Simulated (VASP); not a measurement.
SiC (Moissanite 3C):

```
Si C
1.0
     0.00000    2.17900    2.17900
     2.17900    0.00000    2.17900
     2.17900    2.17900    0.00000
Si C
1 1
Cartesian
  0.0000 0.0000 0.0000
  1.0895 1.0895 1.0895
```

Program: VASP 6.6.1. Alike in all runs: task band structure; potentials or basis VASP PAW PBE potentials, release 64 (Si, C); no spin polarisation; cell as given; k mesh 10 × 10 × 10; cutoff (eV) 520; smearing gaussian 0.03 eV.

**Question.** Order these runs on this cell by their band gap on the k mesh, lowest first.
A. level PBE
B. level HSE06; screening parameter 0.2 1/A
C. level PBE0; exchange at q = 0 truncated

**Answer.** A (1.36 eV), B (2.25 eV), C (2.95 eV).

